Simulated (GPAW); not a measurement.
CuI (Marshite):

```
I Cu
1.0
     0.00000    3.03150    3.03150
     3.03150    0.00000    3.03150
     3.03150    3.03150    0.00000
I Cu
1 1
Cartesian
  0.0000 0.0000 0.0000
  4.5473 4.5473 4.5473
```

Base run:

* Program: GPAW 26.7.0
* Functional: r2SCAN
* Potentials or basis: GPAW PAW data sets (gpaw-data 1.2.1)
* Cutoff: 600 eV
* Basis: pw
* k mesh: 8 × 8 × 8
* Occupations: fermi-dirac, width 0.05 eV
* Spin: no spin polarisation

Its results: band gap on the k mesh 1.60 eV, direct; pressure -0.3 GPa.

**Question.** The run is repeated on the same cell with these changes: functional from r2SCAN to PBE; occupations from fermi-dirac, width 0.05 eV to gaussian, width 0.028 eV. What comes out?

**Answer.** Band gap on the k mesh 1.14 eV, direct; pressure 0.9 GPa.

Caveats: spin-orbit coupling is left out, which moves the levels of the heavy elements; the PAW data sets were made with another functional, which shifts forces and pressure a little (some runs).

Not every run made on this cell is shown here.
